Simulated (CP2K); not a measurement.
## InP under changes of volume

One of the cells (25.167 Å³/atom); the others are scaled copies at fixed shape and fractional positions:

```
CELL_PARAMETERS angstrom
4.14435 0.00000 0.00000
2.07218 3.58911 0.00000
2.07218 1.19637 3.38385
ATOMIC_POSITIONS crystal
In 0.00000 0.00000 0.00000
P 0.75000 0.75000 0.75000
```

| Item | Value |
| --- | --- |
| Program | CP2K 2026.2 |
| Functional | PBEsol |
| Potentials or basis | POTENTIAL_UZH In GTH-PBE-q13, P GTH-PBE-q5; TZVP-MOLOPT-PBE-GTH basis |
| Density cutoff | 6123 eV |
| k mesh | 8 × 8 × 8 |
| Occupations | fermi-dirac, width 0.05 eV |
| Spin | no spin polarisation |

```csv
volume (Å³/atom),energy over the lowest point (meV/atom),pressure (GPa),gap on the mesh (eV)
23.657,40.92,6.8,0.92
24.160,22.67,4.9,0.81
24.663,?,?,?
25.167,2.77,1.6,0.59
25.670,0.00,0.2,0.49
26.173,1.35,-1.0,0.38
26.677,6.40,-2.1,0.28
```

Task: What does the run at 24.663 Å³/atom give?

Result: Energy over the lowest point 10.15 meV/atom; pressure 3.1 GPa; gap on the mesh 0.70 eV.

Worked out: A Birch-Murnaghan fit of order 3 (a polynomial in V^(-2/3)) to the other rows has its minimum at 25.75 Å³/atom with B0 = V·E''(V) = 66 GPa and B' = 4.6. It gives 10.16 meV/atom at 24.663 Å³/atom, against the run's 10.15, and -dE/dV = 3.1 GPa, against 3.1. A straight line through the other rows of the gap, of slope -5.33 eV per unit of ln V (its deformation potential), gives 0.70 eV, against the run's 0.70.

Energies are extrapolated to zero smearing.

Caveats: the potentials were made for another functional, which shifts forces and pressure; spin-orbit coupling is left out, which moves the levels of the heavy elements; the basis of atomic orbitals isn't converged, which shifts pressures, moduli and gaps.
